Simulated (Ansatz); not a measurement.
# WC (100): surface bands without and with spin-orbit coupling

Aim: the bands of the relaxed WC (100) slab along the surface zone, and which of them live on the outer planes, first scalar-relativistic and then with spin-orbit coupling at the same geometry.

Program: Ansatz 0.2.0. Level of theory: DFT PBE, scalar-relativistic, plane waves, PAW. These are calculated values, not measurements.

3 further runs of the same task are left out: 3 set aside as unsound or not needed.

### 1 The system as given

The structure is orthorhombic, space group Pmm2 (No. 25). Conventional cell: a = 2.847 Å, b = 2.922 Å, c = 23.434 Å, α = 90.00°, β = 90.00°, γ = 90.00°. Around C (site symmetry mm2) lie 4 W at 2.13 Å. W (site symmetry mm2) has 6 C at 2.13 to 2.24 Å as nearest neighbours. Around C (site symmetry mm2) lie 6 W at 2.20 to 2.24 Å. Around W (site symmetry mm2) lie 6 C at 2.20 to 2.21 Å. C (site symmetry mm2) is surrounded by 6 W at 2.21 Å. W (site symmetry mm2) is surrounded by 6 C at 2.21 Å. C (site symmetry mm2) is surrounded by 6 W at 2.18 to 2.21 Å. W (site symmetry mm2) is surrounded by 4 C at 2.18 Å.

As a file:

```xyz
8
Lattice="2.8471 0.0000 0.0000 0.0000 2.9218 0.0000 0.0000 0.0000 23.4344" Properties=species:S:1:pos:R:3 pbc="T T T"
C     1.4235    0.0000    7.6998
W     0.0000    1.4609    8.3029
C     1.4235    1.4609   10.0269
W     0.0000    0.0000   10.8518
C     1.4235    0.0000   12.5394
W     0.0000    1.4609   13.3827
C     1.4235    1.4609   15.0783
W     0.0000    0.0000   15.8558
```

Miller indices refer to the conventional cell of the relaxed bulk, P-6m2 (No. 187): a = 2.922 Å, b = 2.922 Å, c = 2.847 Å, α = 90.00°, β = 90.00°, γ = 120.00°.

As cut, it was a (100) slab, 8.4 Å thick as cut, with 15 Å of vacuum; its outer planes are W (top) and C (bottom); it was relaxed in an earlier run.

### 2 Bands of the relaxed slab

A dipole layer in the vacuum cancels the field that periodic copies would set up if the slab's two faces differ.

input.yaml reads:

```yaml
crystal:
  lattice:
    - [2.8470769656, 0.0, 0.0]
    - [0.0, 2.9217712143, 0.0]
    - [0.0, 0.0, 23.4344269854]
  atoms:
    - { symbol: C, position: [0.5, 0.0, 0.3285690098] }
    - { symbol: W, position: [0.0, 0.5, 0.3543037909] }
    - { symbol: C, position: [0.5, 0.5, 0.4278691268] }
    - { symbol: W, position: [0.0, 0.0, 0.4630711512] }
    - { symbol: C, position: [0.5, 0.0, 0.5350862514] }
    - { symbol: W, position: [0.0, 0.5, 0.5710718985] }
    - { symbol: C, position: [0.5, 0.5, 0.643423851] }
    - { symbol: W, position: [0.0, 0.0, 0.6766049204] }
basis:
  ecutwfc: 420
kpoints:
  mp_grid: { grid: [12, 12, 1] }
  band_path:
    path: [[0.5, 0, 0], [0, 0, 0], [0, 0.5, 0], [0.5, 0.5, 0], [0, 0, 0]]
    npoints: 12
hamiltonian:
  xc: pbe
scf:
  occupations: { method: gaussian, width: 0.1 }
  n_extra_bands: 22
output:
  forces: true
  eigenvalues: true
  populations: true
  fatbands: true
efield:
  axis: 3
  dipole_correction: true
  ramp_width: 0.04
```

Run with:

```sh
ansatz run input.yaml --threads 2 --pin off --max-ram 5120MiB --backend cpu --events-out ev --progress --plain --runs-dir out
```

### 3 The same slab, spin-orbit coupling on

input.yaml, as its differences from that of step 2:

```diff
@@ -25,3 +25,3 @@
   occupations: { method: gaussian, width: 0.1 }
-  n_extra_bands: 22
+  n_extra_bands: 44
 output:
@@ -31,2 +31,9 @@
   fatbands: true
+  write_density: true
+  write_potential: true
+  elf: true
+  volumetric_format: npy
+magnetization:
+  noncollinear: true
+  spin_orbit: true
 efield:
```

### 4 The bulk with spin-orbit coupling

input.yaml reads:

```yaml
crystal:
  lattice:
    - [2.8470769656, 0.0, 0.0]
    - [0.0, 2.9217712143, 0.0]
    - [0.0, -1.4608856071, 2.5303280956]
  atoms:
    - { symbol: W, position: [0.0, 0.0, 0.0] }
    - { symbol: C, position: [0.5, 0.3333333333, 0.6666666667] }
basis:
  ecutwfc: 420
kpoints:
  mp_grid: { grid: [12, 12, 14] }
hamiltonian:
  xc: pbe
scf:
  occupations: { method: gaussian, width: 0.1 }
output:
  forces: true
  stress: true
  eigenvalues: true
  write_density: true
  write_potential: true
  elf: true
  volumetric_format: npy
magnetization:
  noncollinear: true
  spin_orbit: true
```

(Steps that only read results are left out.)

Q: Predict the outcome of this session. Wanted: work function, top face; gap of the slab on the mesh; gap of the bulk on the mesh; surface energy.

As calculated:

| quantity | value |
| --- | --- |
| work function, top face (scalar, spin-orbit) | 5.20 eV, 5.20 eV |
| gap of the slab on the mesh (scalar, spin-orbit) | none (metal or semimetal), none (metal or semimetal) |
| gap of the bulk on the mesh (scalar, spin-orbit) | none (metal or semimetal), none (metal or semimetal) |
| surface energy (scalar, spin-orbit) | 3.64 J/m², 3.62 J/m² |

**Reading.** Without spin-orbit coupling, states with over 70 % of their weight on the two outermost planes of each face (which hold 50 % of the atoms) lie within 0.3 eV of the Fermi level on 35 % of the path, at Y among the named points. With spin-orbit coupling, states with over 70 % of their weight on the two outermost planes of each face (which hold 50 % of the atoms) lie within 0.3 eV of the Fermi level on 41 % of the path, at Y among the named points. Spin-orbit coupling changes the work function by +0.003 eV. The share is a threshold, so a state just under it isn't absent; the pictures show the weights themselves.
